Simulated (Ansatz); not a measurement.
The system is Te2Mo.

```
CELL_PARAMETERS angstrom
3.51820 0.00000 0.00000
-1.75910 3.04685 0.00000
0.00000 0.00000 13.97360
ATOMIC_POSITIONS crystal
Te 0.66667 0.33333 0.37900
Te 0.33333 0.66667 0.87900
Te 0.66667 0.33333 0.12100
Te 0.33333 0.66667 0.62100
Mo 0.66667 0.33333 0.75000
Mo 0.33333 0.66667 0.25000
```

```yaml
Program: Ansatz 0.2.0
Task: relaxation of cell and atoms
Functional: r2SCAN
Potentials_or_basis: Ansatz PAW
Cutoff: "500 eV (not typed: the program's choice for these potentials)"
k_mesh: 9 × 9 × 2
Occupations: fermi-dirac, width 0.05 eV
Spin: no spin polarisation
```

At the start: volume 24.96 Å³/atom.

Task: Where does the relaxation end?

Result: It ends after 6 steps and the volume is 26.99 Å³/atom (+8.1 %); space group P6_3/mmc (No. 194, to 0.05 Å).

Step by step:
```tsv
step	energy change (eV)	largest force (eV/Å)	volume (Å³)
1	0.0000	0.0779	149.79
2	-0.0497	0.3245	158.85
3	-0.0747	0.0235	159.94
4	-0.0762	0.0167	161.74
5	-0.0762	0.0010	161.94
6	-0.0792	0.0009	161.94
```

Final structure:
```cif
data_structure
_symmetry_space_group_name_H-M 'P 1'
_symmetry_Int_Tables_number 1
_cell_length_a 3.5635
_cell_length_b 3.5635
_cell_length_c 14.7259
_cell_angle_alpha 90.000
_cell_angle_beta 90.000
_cell_angle_gamma 120.000
_cell_volume 161.94
loop_
_atom_site_label
_atom_site_type_symbol
_atom_site_fract_x
_atom_site_fract_y
_atom_site_fract_z
_atom_site_occupancy
Te1 Te 0.66667 0.33333 0.37152 1
Te2 Te 0.33333 0.66667 0.87152 1
Te3 Te 0.66667 0.33333 0.12848 1
Te4 Te 0.33333 0.66667 0.62848 1
Mo1 Mo 0.66667 0.33333 0.75000 1
Mo2 Mo 0.33333 0.66667 0.25000 1
```

Caveat: the plane-wave basis is chosen anew once the cell has moved, so the energies of steps on either side of that aren't comparable; the PAW data sets come from PBE, with cores solved anew for the run's functional, which leaves a small shift of forces and pressure.
